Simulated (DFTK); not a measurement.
# KBr under changes of volume

One of the cells (33.055 Å³/atom); the others are scaled copies at fixed shape and fractional positions:

```
Br K
1.0
     4.04350    0.00000    0.00000
     0.00000    4.04350    0.00000
     0.00000    0.00000    4.04350
Br K
1 1
Direct
  0.50000 0.50000 0.50000
  0.00000 0.00000 0.00000
```

Measurements of this composition are mostly on another form, of space group No. 225.

| Quantity | Value |
| --- | --- |
| Program | DFTK 0.8.2 |
| Functional | PBE |
| Potentials or basis | dojo.nc.sr.pbe.v0_4_1.standard.upf (PBE) |
| Cutoff | 1007 eV |
| k mesh | 7 × 7 × 7 |
| Occupations | fermi-dirac, width 0.05 eV |
| Spin | no spin polarisation |

| volume (Å³/atom) | energy over the lowest point (meV/atom) | pressure (GPa) | gap on the mesh (eV) |
| --- | --- | --- | --- |
| 31.072 | 5.66 | 1.0 | 4.09 |
| 31.733 | 2.23 | 0.6 | 4.02 |
| 32.394 | 0.40 | 0.3 | 3.95 |
| 33.055 | 0.00 | -0.1 | 3.89 |
| 33.716 | 0.87 | -0.4 | 3.83 |
| 34.378 | 2.87 | -0.6 | 3.77 |
| 35.039 | ? | ? | ? |

Question: What does the run at 35.039 Å³/atom give?

Answer: Energy over the lowest point 5.87 meV/atom; pressure -0.8 GPa; gap on the mesh 3.72 eV.

Worked out: A Birch-Murnaghan fit of order 3 (a polynomial in V^(-2/3)) to the other rows has its minimum at 32.92 Å³/atom with B0 = V·E''(V) = 15.7 GPa and B' = 4.8. It gives 5.87 meV/atom at 35.039 Å³/atom, against the run's 5.87, and -dE/dV = -0.8 GPa, against -0.8. A straight line through the other rows of the gap, of slope -3.15 eV per unit of ln V, extrapolates to 3.71 eV, against the run's 3.72.

Energies are extrapolated to zero smearing.

Caveats: an odd mesh through Γ misses points on the zone boundary, where band edges often lie. Spin-orbit coupling on Br is left out.
